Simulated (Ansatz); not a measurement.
Write the native input for Ansatz 0.2.0 that does the following.

```yaml
Task: relaxation of cell and atoms
Functional: PBE
Potentials_or_basis: Ansatz PAW
Cutoff: "420 eV (not typed: the program's choice for these potentials)"
k_mesh: 9 × 9 × 9
Occupations: fermi-dirac, width 0.05 eV
Spin: no spin polarisation
```

Crystal: BeS.

```
S Be
1.0
     0.00000    2.42500    2.42500
     2.42500    0.00000    2.42500
     2.42500    2.42500    0.00000
S Be
1 1
Direct
  0.75000 0.75000 0.75000
  0.00000 0.00000 0.00000
```

The input as run:

input.yaml

```yaml
crystal:
  lattice:
    - [0.0, 2.425, 2.425]
    - [2.425, 0.0, 2.425]
    - [2.425, 2.425, 0.0]
  atoms:
    - { symbol: S, position: [0.75, 0.75, 0.75] }
    - { symbol: Be, position: [0.0, 0.0, 0.0] }
hamiltonian:
  xc: pbe
  pseudopotentials: { kind: paw }
kpoints:
  mp_grid: { grid: [9, 9, 9] }
scf:
  occupations: { method: fermi_dirac, width: 0.05 }
output:
  forces: true
  stress: true
  eigenvalues: true
relax:
  f_tol: 0.01
  max_steps: 40
  cell: { stress_tol: 0.05 }
```

Potentials or basis: Ansatz PAW.

The run is started by

```bash
$ ansatz run input.yaml --threads 2 --pin off --max-ram 5632MiB --backend cpu --events-out ev --progress --plain --runs-dir out
```

It gave:

* Relaxed volume: 14.49 Å³/atom
* Relaxed cell: a = 3.448 Å, b = 3.448 Å, c = 3.448 Å, α = 60.00°, β = 60.00°, γ = 60.00°
* Space group after relaxing (to 0.05 Å): F-43m (No. 216)
* Energy gained by relaxing: 1.1 meV/atom
* Ionic steps: 4
* Pressure after relaxing: 0.0 GPa
* Band gap on the k mesh: 3.24 eV, indirect (least direct gap 5.66 eV)

Caveat: odd divisions of the mesh miss points on the zone boundary, where band edges often lie, so the gap on the mesh can be too wide; the plane-wave basis is chosen anew once the cell has moved, so the energies of steps on either side of that aren't comparable.

Wall time 2.5 s on 2 threads of Arm Neoverse V1, on a shared host, peak memory 0.28 GiB.
